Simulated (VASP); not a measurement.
# ZnSnP2 (I-42d) in VASP: band structure with PBEsol

Aim: the band structure of ZnSnP2 with PBEsol.

Everything below comes from runs of VASP 6.6.1. Logs are shortened: lines on timing, memory, paths and dates and some standing lists are left out, and cuts for length are marked.

**1. The crystal as given**

Symmetry: I-42d, No. 122, tetragonal system. The conventional cell has a = 5.625 Å, b = 5.625 Å, c = 11.278 Å, α = 90.00°, β = 90.00°, γ = 90.00°. Around Zn (site symmetry -4) lie 4 P at 2.36 Å. Around Sn (site symmetry -4) lie 4 P at 2.52 Å. P (site symmetry 2) is surrounded by 2 Zn at 2.36 Å and 2 Sn at 2.52 Å.

The cell comes from a database or a generator and needn't be the stable form of this composition.

**2. Band structure, PBEsol**

Input file INCAR:

```
SYSTEM = ZnSnP2
PREC     = Accurate       ! precision mode
ENCUT    = 520            ! plane-wave cutoff, eV
EDIFF    = 1E-6           ! SCF threshold, eV
ISMEAR   = 0              ! smearing method
SIGMA    = 0.03           ! smearing width, eV
LREAL    = .FALSE.        ! projectors in reciprocal space
LASPH    = .TRUE.         ! aspherical terms in the spheres
NELM     = 80             ! most SCF steps
ALGO     = Fast           ! electronic algorithm
ISIF     = 2              ! what is computed and relaxed
LWAVE    = .FALSE.        ! write WAVECAR
LCHARG   = .FALSE.        ! write CHGCAR
GGA      = PS             ! functional
NBANDS   = 46             ! bands
LUSENCCL = .FALSE.
```

Input file KPOINTS:

```
Automatic mesh
0
G
  4 4 4
  0 0 0
```

Input file POSCAR:

```
ZnSnP2                                  
1.0
   -2.8127219177      2.8127219177      5.6391859897
    2.8127219177     -2.8127219177      5.6391859897
    2.8127219177      2.8127219177     -5.6391859897
  Zn              Sn              P             
     2     2     4
Direct
     0.7500000000000000    0.2500000000000000    0.5000000000000000
     1.0000000000000000    0.0000000000000000    0.0000000000000000
     0.2500000000000000    0.7500000000000000    0.5000000000000000
     0.5000000000000000    0.5000000000000000    1.0000000000000000
     0.3750000000000000    0.3510232148536612    0.4760232148536612
     0.6489767851463387    0.1250000000000000    0.0239767851463388
     0.1010232148536612    0.6250000000000000    0.9760232148536613
     0.8750000000000000    0.8989767851463387    0.5239767851463387
```

Input file KPOINTS_OPT:

```
explicit points
8
Reciprocal
 0.0000000000  0.0000000000  0.0000000000 1
 0.0000000000  0.5000000000  0.0000000000 1
 0.2500000000  0.2500000000  0.2500000000 1
-0.3121765926  0.3121765926  0.3121765926 1
 0.3121765926  0.6878234074 -0.3121765926 1
 0.0000000000  0.0000000000  0.5000000000 1
-0.1243531853  0.1243531853  0.5000000000 1
 0.5000000000  0.5000000000 -0.1243531853 1
```

Potentials or basis: VASP PAW PBE potentials, release 64 (Zn, Sn_d, P).

Launch:

```console
cat potpaw_PBE.64/Zn/POTCAR potpaw_PBE.64/Sn_d/POTCAR potpaw_PBE.64/P/POTCAR > POTCAR
mpirun -np 1 vasp_std > vasp.out
```

OUTCAR:

```text
SYSTEM = ZnSnP2
   PREC = Accurate
   ENCUT = 520
   EDIFF = 1E-6
   ISMEAR = 0
   LREAL = .FALSE.
   LASPH = .TRUE.
   NELM = 80
   ISIF = 2
   GGA = PS

 ion  position               nearest neighbor table
   1  0.750  0.250  0.500-   5 2.36   6 2.36   7 2.36   8 2.36
   2  0.000  0.000  0.000-   5 2.36   6 2.36   7 2.36   8 2.36
   3  0.250  0.750  0.500-   6 2.52   5 2.52   8 2.52   7 2.52
   4  0.500  0.500  0.000-   8 2.52   6 2.52   7 2.52   5 2.52
   5  0.375  0.351  0.476-   1 2.36   2 2.36   4 2.52   3 2.52
   6  0.649  0.125  0.024-   1 2.36   2 2.36   4 2.52   3 2.52
   7  0.101  0.625  0.976-   1 2.36   2 2.36   3 2.52   4 2.52
   8  0.875  0.899  0.524-   1 2.36   2 2.36   3 2.52   4 2.52

  LATTYP: Found a body centered tetragonal cell.
 ALAT       =     5.6254438354
 C/A-ratio  =     2.0048857138

  Lattice vectors:

 A1 = (  -2.8127219177,   2.8127219177,   5.6391859897)
 A2 = (   2.8127219177,  -2.8127219177,   5.6391859897)
 A3 = (   2.8127219177,   2.8127219177,  -5.6391859897)

Analysis of symmetry for initial positions (statically):
=====================================================================
 Subroutine PRICEL returns:
 Original cell was already a primitive cell.

 Routine SETGRP: Setting up the symmetry group for a
 body centered tetragonal supercell.

 Subroutine GETGRP returns: Found  8 space group operations
 (whereof  4 operations were pure point group operations)
 out of a pool of 16 trial point group operations.

The static configuration has the point symmetry S_4 .
 The point group associated with its full space group is D_2d.

Analysis of symmetry for dynamics (positions and initial velocities):
=====================================================================
 Subroutine PRICEL returns:
 Original cell was already a primitive cell.

 Routine SETGRP: Setting up the symmetry group for a
 body centered tetragonal supercell.

 Subroutine GETGRP returns: Found  8 space group operations
 (whereof  4 operations were pure point group operations)
 out of a pool of 16 trial point group operations.

The dynamic configuration has the point symmetry S_4 .
 The point group associated with its full space group is D_2d.

 Subroutine INISYM returns: Found  8 space group operations
 (whereof  4 operations are pure point group operations),
 and found     1 'primitive' translations

----------------------------------------------------------------------------------------

                                     Primitive cell

  volume of cell :     178.4555

  direct lattice vectors                    reciprocal lattice vectors
    -2.812721918  2.812721918  5.639185990     0.000000000  0.177763751  0.088665279
     2.812721918 -2.812721918  5.639185990     0.177763751  0.000000000  0.088665279
     2.812721918  2.812721918 -5.639185990     0.177763751  0.177763751  0.000000000

  length of vectors
     6.900958470  6.900958470  6.900958470     0.198649146  0.198649146  0.251395908

  position of ions in fractional coordinates (direct lattice)
     0.750000000  0.250000000  0.500000000
     0.000000000  0.000000000  0.000000000
     0.250000000  0.750000000  0.500000000
     0.500000000  0.500000000  0.000000000
     0.375000000  0.351023215  0.476023215
     0.648976785  0.125000000  0.023976785
     0.101023215  0.625000000  0.976023215
     0.875000000  0.898976785  0.523976785

  ion indices of the primitive-cell ions
   primitive index   ion index
                 1           1
                 2           2
                 3           3
                 4           4
                 5           5
                 6           6
                 7           7
                 8           8

----------------------------------------------------------------------------------------

 KPOINTS: Automatic mesh

Automatic generation of k-mesh.
 Grid dimensions read from file:
 generate k-points for:    4    4    4

 Generating k-lattice:

  Cartesian coordinates                     Fractional coordinates (reciprocal lattice)
     0.000000000  0.044440938  0.022166320     0.250000000  0.000000000  0.000000000
     0.044440938  0.000000000  0.022166320     0.000000000  0.250000000  0.000000000
     0.044440938  0.044440938  0.000000000     0.000000000  0.000000000  0.250000000

  Length of vectors
     0.049662286  0.049662286  0.062848977

  Shift w.r.t. Gamma in fractional coordinates (k-lattice)
     0.000000000  0.000000000  0.000000000

 Subroutine IBZKPT returns following result:
 ===========================================

 Found     13 irreducible k-points:

 Following reciprocal coordinates:
            Coordinates               Weight
  0.000000  0.000000  0.000000      1.000000
  0.250000  0.000000  0.000000      8.000000
  0.500000  0.000000  0.000000      4.000000
  0.250000  0.250000  0.000000      8.000000
  0.500000  0.250000  0.000000     16.000000
 -0.250000  0.250000  0.000000      4.000000
  0.500000  0.500000  0.000000      2.000000
  0.250000  0.250000  0.250000      2.000000
 -0.250000  0.250000  0.250000      4.000000
  0.500000  0.500000  0.250000      4.000000
 -0.250000  0.500000  0.250000      8.000000
 -0.250000 -0.250000  0.250000      2.000000
  0.500000  0.500000  0.500000      1.000000
   k-points           NKPTS =     13   k-points in BZ     NKDIM =     13   number of bands    NBANDS=     46
   number of dos      NEDOS =    301   number of ions     NIONS =      8
   total plane-waves  NPLWV = 157464
   dimension x,y,z NGX =    54 NGY =   54 NGZ =   54
   dimension x,y,z NGXF=   108 NGYF=  108 NGZF=  108
   ions per type =               2   2   4
   NGX,Y,Z   is equivalent  to a cutoff of  13.01, 13.01, 13.01 a.u.
   NGXF,Y,Z  is equivalent  to a cutoff of  26.02, 26.02, 26.02 a.u.
 SYSTEM =  ZnSnP2
   PREC   = accura    normal or accurate (medium, high low for compatibility)
   ISTART =      0    job   : 0-new  1-cont  2-samecut
   ICHARG =      2    charge: 1-file 2-atom 10-const
   ISPIN  =      1    spin polarized calculation?
   LNONCOLLINEAR =      F non collinear calculations
   LSORBIT =      F    spin-orbit coupling
   LASPH  =      T    aspherical Exc in radial PAW
   ENCUT  =  520.0 eV  38.22 Ry    6.18 a.u.  12.83 12.83 12.83*2*pi/ulx,y,z
   NELM   =     80;   NELMIN=  2; NELMDL= -5     # of ELM steps
   EDIFF  = 0.1E-05   stopping-criterion for ELM
   LREAL  =      F    real-space projection
   EDIFFG = 0.1E-04   stopping-criterion for IOM
   NSW    =      0    number of steps for IOM
   IBRION =     -1    ionic relax: 0-MD 1-quasi-New 2-CG
   NFREE  =      0    steps in history (QN), initial steepest desc. (CG)
   ISIF   =      2    stress and relaxation
   ISYM   =      2    0-nonsym 1-usesym 2-fastsym
   POTIM  = 0.5000    time-step for ionic-motion
   TEBEG  =    0.0;   TEEND  =   0.0 temperature during run
   PSTRESS=    0.0 pullay stress
   NELECT =      72.0000    total number of electrons
   NUPDOWN=      -1.0000    fix difference up-down
   EMIN   =  10.00;   EMAX   =-10.00  energy-range for DOS
   EFERMI =   0.00;   METHOD = LEGACY
   ISMEAR =     0;   SIGMA  =   0.03  broadening in eV -4-tet -1-fermi 0-gaus
   EFERMI_NEDOS =   21; number of points for ismear=-14 and -15
   IALGO  =     68    algorithm
   IMIX   =      4    mixing-type and parameters
     AMIX     =   0.40;   BMIX     =  1.00
     AMIX_MAG =   1.60;   BMIX_MAG =  1.00
  volume/ion in A,a.u.               =      22.31       150.53
  Fermi-wavevector in a.u.,A,eV,Ry     =   1.209694  2.285991 19.910228  1.463360
  Thomas-Fermi vector in A             =   2.345264
   LORBIT       =      0    0 simple, 1 ext, 2 COOP (PROOUT), +10 PAW based schemes
   GGA     = PS    functional components
   LHFCALC =     F    Hartree Fock is set to
   AEXX    =    0.0000 exact exchange contribution
   IVDW    =     0    specifies the selected vdW correction
   LEPSILON=     F    determine dielectric tensor
   LRPA    =     F    only Hartree local field effects (RPA)
 non-spin polarized calculation
 RMM-DIIS sequential band-by-band and
 Gauss-broadening in eV      SIGMA  =   0.03
  energy-cutoff  :      520.00
  volume of cell :      178.46
 maximum number of plane-waves:      4861
 NGX is ok and might be reduce to    54
   NGX = 25   NGY = 25   NGZ = 25

 number of electron      72.0000011 magnetization

 Free energy of the ion-electron system (eV)
  ---------------------------------------------------
  ext. energy  EPLUGINS =         0.00000000
  ---------------------------------------------------
  free energy    TOTEN  =       -36.14135314 eV

  energy without entropy =      -36.14135314  energy(sigma->0) =      -36.14135314

 E-fermi :   4.9183     XC(G=0):  -9.7888

 val. band max:        4.7373784751   @ k =   0.0000   0.0000   0.0000
 cond. band min:       5.5473442763   @ k =   0.0000   0.0000   0.0000
 fundamental gap:      0.8099658013
 Fermi energy:         4.9183366556

 k-point     1 :       0.0000    0.0000    0.0000
  band No.  band energies     occupation
      1     -16.7860      2.00000
      2     -16.7860      2.00000
      3     -16.7856      2.00000
      4     -16.7651      2.00000
      5     -16.7540      2.00000
      6     -16.7540      2.00000
[... 38 lines left out ...]
     45       9.4942      0.00000
     46       9.5745      0.00000

 k-point     2 :       0.2500    0.0000    0.0000
  band No.  band energies     occupation
      1     -16.7890      2.00000
      2     -16.7840      2.00000
      3     -16.7827      2.00000
      4     -16.7664      2.00000
      5     -16.7585      2.00000
      6     -16.7517      2.00000
[... 38 lines left out ...]
     45       9.1964      0.00000
     46       9.9926      0.00000

 k-point     3 :       0.5000    0.0000    0.0000
  band No.  band energies     occupation
      1     -16.7903      2.00000
      2     -16.7837      2.00000
      3     -16.7787      2.00000
      4     -16.7657      2.00000
      5     -16.7656      2.00000
      6     -16.7499      2.00000
[... 479 lines left out ...]
     45       9.2891      0.00000
     46       9.2892      0.00000

 k-point    13 :       0.5000    0.5000    0.5000
  band No.  band energies     occupation
      1     -16.7927      2.00000
      2     -16.7927      2.00000
      3     -16.7752      2.00000
      4     -16.7752      2.00000
      5     -16.7469      2.00000
      6     -16.7469      2.00000
[... 38 lines left out ...]
     45      10.8100      0.00000
     46      10.9427      0.00000

------------------------ aborting loop because EDIFF is reached ----------------------------------------

  FORCE on cell =-STRESS in cart. coord.  units (eV):
  Direction    XX          YY          ZZ          XY          YZ          ZX
  --------------------------------------------------------------------------------------
  -------------------------------------------------------------------------------------
  Total       -0.0365866     -0.0365866     -0.0058848      0.0000000     -0.0000000      0.0000000
  in kB       -0.3284756     -0.3284756     -0.0528337      0.0000000     -0.0000000      0.0000000
  external PRESSURE =      -0.2365950 kB  Pullay stress =       0.0000000 kB

 VOLUME and BASIS-vectors are now :
 -----------------------------------------------------------------------------
  energy-cutoff  :      520.00
  volume of cell :      178.46
      direct lattice vectors                 reciprocal lattice vectors
    -2.812721918  2.812721918  5.639185990     0.000000000  0.177763751  0.088665279
     2.812721918 -2.812721918  5.639185990     0.177763751  0.000000000  0.088665279
     2.812721918  2.812721918 -5.639185990     0.177763751  0.177763751  0.000000000

 POSITION                                       TOTAL-FORCE (eV/Angst)
 -----------------------------------------------------------------------------------
     -0.00000      2.81272      2.81959         0.000000      0.000000     -0.000000
      0.00000      0.00000      0.00000         0.000000     -0.000000      0.000000
      2.81272     -0.00000      2.81959         0.000000      0.000000     -0.000000
      0.00000      0.00000      5.63919         0.000000     -0.000000      0.000000
      1.27148      1.40636      1.40980         0.005017     -0.000000      0.000000
     -1.40636      1.54124      4.22939         0.000000     -0.005017     -0.000000
      4.21908      1.27148     -1.40980         0.000000      0.005017      0.000000
      1.54124      1.40636      7.04898        -0.005017      0.000000     -0.000000
 -----------------------------------------------------------------------------------
    total drift:                                0.000014      0.000014      0.000010

  FREE ENERGIE OF THE ION-ELECTRON SYSTEM (eV)
  ---------------------------------------------------
  free  energy   TOTEN  =       -36.1413531428 eV

  energy  without entropy=      -36.1413531428  energy(sigma->0) =      -36.14135314
```

Run time: 3.8 min. Hardware: 1 × NVIDIA H100 80GB with 1 thread of AMD EPYC 7R13 (Zen 3), shared host; peak memory 1.5 GiB.

What came out:

- Free energy: -36.1414 eV
- Pressure: 0.0 GPa
- Largest force: 0.005 eV/Å
- Band gap on the k mesh: 0.81 eV, direct
- Band gap along the path: 0.81 eV, direct

Forces in eV/Å, atoms in the order of the input:
```
Zn   0.000  0.000  0.000
Zn   0.000  0.000  0.000
Sn   0.000  0.000  0.000
Sn   0.000  0.000  0.000
P    0.005  0.000  0.000
P    0.000 -0.005  0.000
P    0.000  0.005  0.000
P   -0.005  0.000  0.000
```

Caveat: the PAW data sets were made with another functional, which shifts forces and pressure a little; spin-orbit coupling is left out, which moves the levels of the heavy elements.
